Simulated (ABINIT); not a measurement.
# GaAs (F-43m) in ABINIT: settings compared

Aim: see how the results for GaAs move with the level of theory and the settings. Levels: PBEsol, LDA. Tasks: single point, relaxation of cell and atoms.

All numbers are computed with ABINIT 10.8.3 (patched build); they aren't measurements. Logs are shortened: lines on timing, memory, paths and dates and some standing lists are left out, and cuts for length are marked. The log counts tension as positive stress, the text compression.

**What was measured.**

“Evidence of valence band perturbations in GaAsN/GaAs(001): A combined variable-angle spectroscopic ellipsometry and modulated photoreflectance investigation”, 2008, arxiv:0805.2212 reports, for a bulk crystal of GaAs at 300 K: band gap 1.412 ± 0.01 eV (direct); band gap 1.418 ± 0.005 eV (direct).

The runs below are set against these values where they give the same quantity.

## Step 1: Starting point

Symmetry: F-43m, No. 216, cubic system. The conventional cell has a = 5.654 Å, b = 5.654 Å, c = 5.654 Å, α = 90.00°, β = 90.00°, γ = 90.00°. Around As (site symmetry -43m) lie 4 Ga at 2.45 Å. Around Ga (site symmetry -43m) lie 4 As at 2.45 Å.

## Step 2: Single point, PBEsol

run.abi reads:

```
pp_dirpath "./"
pseudos "As.upf, Ga.upf"

acell 7.55468967 7.55468967 7.55468967
rprim
     0.0000000000     0.7071067812     0.7071067812
     0.7071067812     0.0000000000     0.7071067812
     0.7071067812     0.7071067812     0.0000000000
ntypat 2
znucl 33 31
natom 2
typat 1 2
xred
     0.7500000000     0.7500000000     0.7500000000
     0.0000000000     0.0000000000     0.0000000000

ecut 38.0

kptopt 1
ngkpt 6 6 6
nshiftk 1
shiftk 0.0 0.0 0.0

ixc -116133

nband 18
occopt 3
tsmear 0.05 eV

nstep 100
tolvrs 1.0e-10

iomode 3
prtwf 0
prtden 0
prteig 0
prtebands 0
enunit 2
```

Potentials or basis: PseudoDojo NC SR PBEsol v0.4.1 standard.

Run with:

```bash
> abinit run.abi > log 2>&1
```

run.abo:

```text
.Version 10.8.3 of ABINIT
 Symmetries : space group F-4 3 m (#216); Bravais cF (face-center cubic)
================================================================================
 Values of the parameters that define the memory need of the present run
     intxc =       0    ionmov =       0      iscf =       7    lmnmax =       6
     lnmax =       6     mgfft =      45  mpssoang =       3    mqgrid =    3001
     natom =       2  nloc_mem =       1    nspden =       1   nspinor =       1
    nsppol =       1      nsym =      24    n1xccc =    2501    ntypat =       2
    occopt =       3   xclevel =       2
       mpw =        3428          nfft =       91125          nkpt =          16
================================================================================
================================================================================

--------------------------------------------------------------------------------
------------- Echo of variables that govern the present computation ------------
--------------------------------------------------------------------------------
 -outvars: echo values of preprocessed input variables --------
            acell      7.5546896700E+00  7.5546896700E+00  7.5546896700E+00 Bohr
              amu      7.49215900E+01  6.97230000E+01
             ecut      3.80000000E+01 Hartree
           enunit           2
              ixc     -116133
         kptrlatt        6    0    0      0    6    0      0    0    6
          kptrlen      4.53281380E+01
            natom           2
            nband          18
            ngfft          45      45      45
             nkpt          16
            nstep         100
             nsym          24
           ntypat           2
           occopt           3
           prtden           0
        prtebands           0
           prteig           0
            prtwf           0
            rprim      0.0000000000E+00  7.0710678120E-01  7.0710678120E-01
                       7.0710678120E-01  0.0000000000E+00  7.0710678120E-01
                       7.0710678120E-01  7.0710678120E-01  0.0000000000E+00
          spgroup         216
           tolvrs      1.00000000E-10
           tsmear      1.83746611E-03 Hartree
            typat      1  2
           xangst      4.2402749972E+00  4.2402749972E+00  4.2402749972E+00
                       0.0000000000E+00  0.0000000000E+00  0.0000000000E+00
            xcart      8.0129584433E+00  8.0129584433E+00  8.0129584433E+00
                       0.0000000000E+00  0.0000000000E+00  0.0000000000E+00
             xred      7.5000000000E-01  7.5000000000E-01  7.5000000000E-01
                       0.0000000000E+00  0.0000000000E+00  0.0000000000E+00
            znucl       33.00000   31.00000

================================================================================

 chkinp: Checking input parameters for consistency.

================================================================================
== DATASET  1 ==================================================================

--- !DatasetInfo
iteration_state: {dtset: 1, }
dimensions: {natom: 2, nkpt: 16, mband: 18, nsppol: 1, nspinor: 1, nspden: 1, mpw: 3428, }
cutoff_energies: {ecut:  38.0, pawecutdg:  -1.0, }
electrons: {nelect:   2.80000000E+01, charge:   0.00000000E+00, occopt:   3.00000000E+00, tsmear:   1.83746611E-03, }
meta: {optdriver: 0, ionmov: 0, optcell: 0, iscf: 7, paral_kgb: 0, }
...

 Real(R)+Recip(G) space primitive vectors, cartesian coordinates (Bohr,Bohr^-1):
 R(1)=  0.0000000  5.3419723  5.3419723  G(1)= -0.0935984  0.0935984  0.0935984
 R(2)=  5.3419723  0.0000000  5.3419723  G(2)=  0.0935984 -0.0935984  0.0935984
 R(3)=  5.3419723  5.3419723  0.0000000  G(3)=  0.0935984  0.0935984 -0.0935984
 Unit cell volume ucvol=  3.0488418E+02 bohr^3
 Angles (23,13,12)=  6.00000000E+01  6.00000000E+01  6.00000000E+01 degrees

 getcut: wavevector=  0.0000  0.0000  0.0000  ngfft=  45  45  45
         ecut(hartree)=     38.000   => boxcut(ratio)=   2.09884

--- Pseudopotential description ------------------------------------------------
- pspini: atom type   1  psp file is ./As.upf
12 -116133 2 -1 1342                          pspcod,pspxc,lmax,lloc,mmax
     nproj     2     2     2

- pspini: atom type   2  psp file is ./Ga.upf
12 -116133 2 -1 1902                          pspcod,pspxc,lmax,lloc,mmax
     nproj     2     2     2

   1.49243481E+03                                ecore*ucvol(ha*bohr**3)
--------------------------------------------------------------------------------

================================================================================

--- !BeginCycle
iteration_state: {dtset: 1, }
solver: {iscf: 7, nstep: 100, nline: 4, wfoptalg: 0, }
tolerances: {tolvrs: 1.00E-10, }
...

     iter   Etot(hartree)      deltaE(h)  residm     vres2
 ETOT  1  -178.53237761551    -1.785E+02 9.862E-01 4.008E+03
 ETOT  2  -181.61148226295    -3.079E+00 7.792E-02 5.652E+03
 ETOT  3  -182.17584137861    -5.644E-01 6.629E-02 1.051E+03
 ETOT  4  -182.24569304021    -6.985E-02 1.185E-02 4.997E+02
 ETOT  5  -182.29000317269    -4.431E-02 1.971E-03 1.318E+02
 ETOT  6  -182.30516956213    -1.517E-02 5.548E-04 7.659E+00
 ETOT  7  -182.30606255217    -8.930E-04 3.641E-04 4.272E-01
 ETOT  8  -182.30611723832    -5.469E-05 1.922E-05 4.182E-04
 ETOT  9  -182.30611715383     8.449E-08 5.566E-05 1.574E-03
 ETOT 10  -182.30611736969    -2.159E-07 2.157E-06 6.482E-07
 ETOT 11  -182.30611736993    -2.407E-10 1.794E-05 1.360E-08
 ETOT 12  -182.30611736993    -5.684E-13 8.005E-07 9.951E-09
 ETOT 13  -182.30611736993     5.627E-12 5.919E-06 6.296E-11

 At SCF step   13       vres2   =  6.30E-11 < tolvrs=  1.00E-10 =>converged.

 Cartesian components of stress tensor (hartree/bohr^3)
  sigma(1 1)=  2.55556605E-05  sigma(3 2)=  0.00000000E+00
  sigma(2 2)=  2.55556605E-05  sigma(3 1)=  0.00000000E+00
  sigma(3 3)=  2.55556605E-05  sigma(2 1)=  0.00000000E+00

--- !ResultsGS
iteration_state: {dtset: 1, }
comment   : Summary of ground state results
lattice_vectors:
- [  0.0000000,   5.3419723,   5.3419723, ]
- [  5.3419723,   0.0000000,   5.3419723, ]
- [  5.3419723,   5.3419723,   0.0000000, ]
lattice_lengths: [   7.55469,    7.55469,    7.55469, ]
lattice_angles: [ 60.000,  60.000,  60.000, ] # degrees, (23, 13, 12)
lattice_volume:   3.0488418E+02
convergence: {deltae:  5.627E-12, res2:  6.296E-11, residm:  5.919E-06, diffor: null, }
etotal    :  -1.82306117E+02
entropy   :   0.00000000E+00
fermie    :   1.53052405E-01
cartesian_stress_tensor: # hartree/bohr^3
- [  2.55556605E-05,   0.00000000E+00,   0.00000000E+00, ]
- [  0.00000000E+00,   2.55556605E-05,   0.00000000E+00, ]
- [  0.00000000E+00,   0.00000000E+00,   2.55556605E-05, ]
pressure_GPa:  -7.5187E-01
xred      :
- [  7.5000E-01,   7.5000E-01,   7.5000E-01, As]
- [  0.0000E+00,   0.0000E+00,   0.0000E+00, Ga]
cartesian_forces: # hartree/bohr
- [ -1.76419078E-28,  -1.76419078E-28,   5.29257235E-28, ]
- [  1.76419078E-28,   1.76419078E-28,  -5.29257235E-28, ]
force_length_stats: {min:   5.85115888E-28, max:   5.85115888E-28, mean:   5.85115888E-28, }
...

 Integrated electronic density in atomic spheres:
 ------------------------------------------------
 Atom  Sphere_radius  Integrated_density
    1        2.00000         12.37085606
    2        2.00000         10.81951416
================================================================================

 ----iterations are completed or convergence reached----

 Mean square residual over all n,k,spin=   22.371E-09; max=  59.186E-07
 reduced coordinates (array xred) for    2 atoms
       0.750000000000      0.750000000000      0.750000000000
       0.000000000000      0.000000000000      0.000000000000
 rms dE/dt=  3.0701E-27; max dE/dt=  4.3082E-27; dE/dt below (all hartree)
    1       0.000000000000      0.000000000000     -0.000000000000
    2       0.000000000000      0.000000000000     -0.000000000000

 cartesian coordinates (angstrom) at end:
    1      4.24027499721878     4.24027499721878     4.24027499721878
    2      0.00000000000000     0.00000000000000     0.00000000000000

 cartesian forces (hartree/bohr) at end:
    1     -0.00000000000000    -0.00000000000000     0.00000000000000
    2      0.00000000000000     0.00000000000000    -0.00000000000000
 frms,max,avg= 3.3781682E-28 5.2925723E-28   0.000E+00  0.000E+00  0.000E+00 h/b

 cartesian forces (eV/Angstrom) at end:
    1     -0.00000000000000    -0.00000000000000     0.00000000000000
    2      0.00000000000000     0.00000000000000    -0.00000000000000
 frms,max,avg= 1.7371239E-26 2.7215501E-26   0.000E+00  0.000E+00  0.000E+00 e/A
 length scales=  7.554689670000  7.554689670000  7.554689670000 bohr
              =  3.997769606096  3.997769606096  3.997769606096 angstroms
 Fermi (or HOMO) energy (hartree) =   0.15305   Average Vxc (hartree)=  -0.37413
 Eigenvalues (hartree) for nkpt=  16  k points:
 kpt#   1, nband= 18, wtk=  0.00463, kpt=  0.0000  0.0000  0.0000 (reduced coord)
  -1.15022   -1.15022   -1.15022   -1.14985   -1.14985   -0.40048   -0.40048   -0.40048
  -0.39760   -0.39760   -0.32471    0.14397    0.14397    0.14397    0.16009    0.28002
   0.28002    0.28002
      occupation numbers for kpt#   1
   2.00000    2.00000    2.00000    2.00000    2.00000    2.00000    2.00000    2.00000
   2.00000    2.00000    2.00000    1.98586    1.98586    1.98586    0.04252    0.00000
   0.00000    0.00000
 prteigrs : prtvol=0 or 1, do not print more k-points.

 Fermi (or HOMO) energy (eV) =   4.16477   Average Vxc (eV)= -10.18067
 Eigenvalues (   eV  ) for nkpt=  16  k points:
 kpt#   1, nband= 18, wtk=  0.00463, kpt=  0.0000  0.0000  0.0000 (reduced coord)
 -31.29896  -31.29896  -31.29896  -31.28915  -31.28915  -10.89767  -10.89767  -10.89767
 -10.81931  -10.81931   -8.83570    3.91752    3.91752    3.91752    4.35624    7.61964
   7.61964    7.61964
 prteigrs : prtvol=0 or 1, do not print more k-points.

--- !EnergyTerms
iteration_state     : {dtset: 1, }
comment             : Components of total free energy in Hartree
kinetic             :  1.38792668844922E+02
hartree             :  5.73003964254416E+01
xc                  : -4.42342978985654E+01
Ewald energy        : -9.91764168867730E+01
psp_core            :  4.89508773402358E+00
local_psp           : -1.49610891081183E+02
non_local_psp       : -9.02726605964558E+01
internal            : -1.82306113458590E+02
'-kT*entropy'       : -3.91133727875303E-06
total_energy        : -1.82306117369928E+02
total_energy_eV     : -4.96080217475825E+03
band_energy         : -1.59020644420644E+01
...

 Cartesian components of stress tensor (hartree/bohr^3)
  sigma(1 1)=  2.55556605E-05  sigma(3 2)=  0.00000000E+00
  sigma(2 2)=  2.55556605E-05  sigma(3 1)=  0.00000000E+00
  sigma(3 3)=  2.55556605E-05  sigma(2 1)=  0.00000000E+00

-Cartesian components of stress tensor (GPa)         [Pressure= -7.5187E-01 GPa]
- sigma(1 1)=  7.51873490E-01  sigma(3 2)=  0.00000000E+00
- sigma(2 2)=  7.51873490E-01  sigma(3 1)=  0.00000000E+00
- sigma(3 3)=  7.51873490E-01  sigma(2 1)=  0.00000000E+00

== END DATASET(S) ==============================================================
================================================================================

 -outvars: echo values of variables after computation  --------
            acell      7.5546896700E+00  7.5546896700E+00  7.5546896700E+00 Bohr
           etotal     -1.8230611737E+02
            fcart     -1.7641907819E-28 -1.7641907819E-28  5.2925723458E-28
                       1.7641907819E-28  1.7641907819E-28 -5.2925723458E-28
            rprim      0.0000000000E+00  7.0710678120E-01  7.0710678120E-01
                       7.0710678120E-01  0.0000000000E+00  7.0710678120E-01
                       7.0710678120E-01  7.0710678120E-01  0.0000000000E+00
           strten      2.5555660508E-05  2.5555660508E-05  2.5555660508E-05
                       0.0000000000E+00  0.0000000000E+00  0.0000000000E+00
           xangst      4.2402749972E+00  4.2402749972E+00  4.2402749972E+00
                       0.0000000000E+00  0.0000000000E+00  0.0000000000E+00
             xred      7.5000000000E-01  7.5000000000E-01  7.5000000000E-01
                       0.0000000000E+00  0.0000000000E+00  0.0000000000E+00
 Calculation completed.
```

It took 45 s on 1 thread of Arm Neoverse V1, shared host; peak memory 0.09 GiB.

What came out:

```yaml
Free_energy: -4960.8022 eV
Pressure: -0.8 GPa
Band_gap_on_the_k_mesh: 0.44 eV, direct
Valence_electrons_inside_the_program's_atomic_spheres: As 12.37; Ga 10.82
```

## Step 3: Relaxation of cell and atoms, LDA

run.abi reads:

```
# Pseudopotentials
pp_dirpath "./"
pseudos "As.upf, Ga.upf"

# Structure
acell 3.9977696088 3.9977696088 3.9977696088 Angstrom
rprim
     0.0000000000     0.7071067812     0.7071067812
     0.7071067812     0.0000000000     0.7071067812
     0.7071067812     0.7071067812     0.0000000000
ntypat 2
znucl 33 31
natom 2
typat 1 2
chkprim 0
chksymtnons 0
tolsym 1.0e-6
xred
            3/4            3/4            3/4
            0.0            0.0            0.0

# Plane-wave basis
ecut 36.0
ecutsm 0.5

# k points
kptopt 1
ngkpt 6 6 6
nshiftk 1
shiftk 0.0 0.0 0.0

# Exchange and correlation
ixc 7

# Bands and occupations
nband 18
occopt 3
tsmear 0.00183747

# SCF cycle
nstep 80
tolvrs 1.0e-12

# Output
iomode 3
prteig 0
prtebands 0
prtwf 0
prtden 0

# Relaxation
ionmov 22
optcell 2
ntime 50
tolmxf 2.0e-5
dilatmx 1.08
```

Potentials or basis: PseudoDojo NC SR LDA v0.4.1 standard.

Run with:

```bash
> abinit run.abi > log 2>&1
```

Wall time 5.9 min (1 thread of Arm Neoverse V1, shared host); peak memory 0.1 GiB.

It converged, with:

| Item | Value |
| --- | --- |
| Free energy | -4962.2319 eV |
| Band gap on the k mesh | 0.49 eV, direct |

Caveat: the cutoff is too short for stress, so the log's stress isn't used.

## Step 4: Single point, LDA (cell relaxed)

run.abi reads:

```
# Pseudopotentials
pp_dirpath "./"
pseudos "As.upf, Ga.upf"

# Structure
acell 3.9600868843 3.9600868843 3.9600868843 Angstrom
rprim
     0.0000000000     0.7071067812     0.7071067812
     0.7071067812     0.0000000000     0.7071067812
     0.7071067812     0.7071067812     0.0000000000
ntypat 2
znucl 33 31
natom 2
typat 1 2
xred
     0.7500000000     0.7500000000     0.7500000000
     0.0000000000     0.0000000000     0.0000000000
chkprim 0
chksymtnons 0
tolsym 1.0e-6

# Plane-wave basis
ecut 36.0

# k points
kptopt 1
ngkpt 6 6 6
nshiftk 1
shiftk 0.0 0.0 0.0

# Exchange and correlation
ixc 7

# Bands and occupations
nband 18
occopt 3
tsmear 0.05 eV

# SCF cycle
nstep 100
tolvrs 1.0e-10

# Output
iomode 3
prtwf 0
prtden 0
prteig 0
prtebands 0
enunit 2
```

Run with:

```bash
> abinit run.abi > log 2>&1
```

Wall time 39 s (1 thread of Arm Neoverse V1, shared host); peak memory 0.08 GiB.

Results (log left out):

```
Free energy                                           : -4962.2436 eV
Band gap on the k mesh                                : 0.49 eV, direct
Valence electrons inside the program's atomic spheres : As 12.42; Ga 10.84
```

Levels at points of the mesh, in eV from the valence-band top:
```
           k point  band 12  band 13  band 14  band 15  band 16  band 17
(0.00, 0.00, 0.00)     0.00     0.00     0.00     0.49     3.70     3.70
(0.50, 0.00, 0.00)    -6.85    -1.19    -1.19     0.92     4.61     4.61
(0.50, 0.50, 0.00)    -7.01    -2.79    -2.79     1.30     1.54    10.27
```

Caveat: the cutoff is too short for stress, so the log's stress isn't used. A k mesh can miss the band edges.

## Step 5: Single point, LDA

run.abi, as its differences from that of step 4:

```diff
@@ -5,3 +5,3 @@
 # Structure
-acell 3.9600868843 3.9600868843 3.9600868843 Angstrom
+acell 7.55468967 7.55468967 7.55468967
 rprim
@@ -17,8 +17,5 @@
      0.0000000000     0.0000000000     0.0000000000
-chkprim 0
-chksymtnons 0
-tolsym 1.0e-6
 
 # Plane-wave basis
-ecut 36.0
+ecut 979.609905 eV
 
@@ -36,3 +33,3 @@
 occopt 3
-tsmear 0.05 eV
+tsmear 0.00183747
```

Run with:

```bash
> abinit run.abi > log 2>&1
```

Run time: 39 s. Hardware: 1 thread of Arm Neoverse V1, shared host; peak memory 0.08 GiB.

It converged, with:

| Item | Value |
| --- | --- |
| Free energy | -4962.2347 eV |
| Band gap on the k mesh | 0.28 eV, direct |
| Valence electrons inside the program's atomic spheres | As 12.39; Ga 10.84 |

Levels at points of the mesh, in eV from the valence-band top:
| k point | band 10 | band 11 | band 12 | band 13 | band 14 | band 15 | band 16 | band 17 | band 18 |
| --- | --- | --- | --- | --- | --- | --- | --- | --- | --- |
| (0.00, 0.00, 0.00) | -14.84 | -12.79 | 0.00 | 0.00 | 0.00 | 0.28 | 3.69 | 3.69 | 3.69 |
| (0.50, 0.00, 0.00) | -14.84 | -11.03 | -6.70 | -1.14 | -1.14 | 0.84 | 4.60 | 4.60 | 7.58 |
| (0.50, 0.50, 0.00) | -14.83 | -10.29 | -6.88 | -2.69 | -2.69 | 1.35 | 1.56 | 10.04 | 10.04 |

Caveat: the cutoff is too short for stress, so the log's stress isn't used.

## Step 6: Overview

```tsv
task	level	potentials or basis	cell	cutoff (eV)	cell freedom (optcell)	optimiser (ionmov)	cutoff smearing ecutsm (Ha)	force stop (Ha/bohr)	gap on the mesh (eV)
single point	PBEsol	PseudoDojo NC SR PBEsol v0.4.1 standard	as given	1034	-	-	-	-	0.44
relaxation of cell and atoms	LDA	PseudoDojo NC SR LDA v0.4.1 standard	relaxed	980	2	22	0.5	2e-05	0.49
single point	LDA	PseudoDojo NC SR LDA v0.4.1 standard	cell relaxed	980	-	-	-	-	0.49
single point	LDA	PseudoDojo NC SR LDA v0.4.1 standard	as given	980	-	-	-	-	0.28
```

Alike in all rows: no spin polarisation; k mesh 6 × 6 × 6; smearing fermi-dirac 0.05 eV.

Absolute energies hang on the potentials; compare differences alone.

## Step 7: Against experiment

Step 2. Measured gap of GaAs: 1.412 eV (direct; 300 K; “Evidence of valence band perturbations in GaAsN/GaAs(001): A combined variable-angle spectroscopic ellipsometry and modulated photoreflectance investigation”, 2008, arxiv:0805.2212). This calculation gives 0.44 eV (-0.97 eV). 3 values of this kind are on record (1.412 to 1.51 eV); this one was drawn at random among those near their median, those with a stated uncertainty first. Spin-orbit coupling on As, Ga is left out. The value is that of PBEsol on a finite k mesh, which can miss the band edges, without temperature or zero-point motion. Semilocal functionals fall short of measured gaps as a rule.

Step 5. A measured gap of GaAs is 1.418 eV (direct; 300 K; “Evidence of valence band perturbations in GaAsN/GaAs(001): A combined variable-angle spectroscopic ellipsometry and modulated photoreflectance investigation”, 2008, arxiv:0805.2212); the calculated 0.28 eV misses it by -1.14 eV. So large a miss can be the level of theory's own, or it may mean another phase, state or a wrong row. 3 values of this kind are on record (1.412 to 1.51 eV); this one was drawn at random among those near their median, those with a stated uncertainty first. Spin-orbit coupling on As, Ga is left out. The value is that of LDA, without temperature or zero-point motion. Semilocal functionals fall short of measured gaps as a rule.
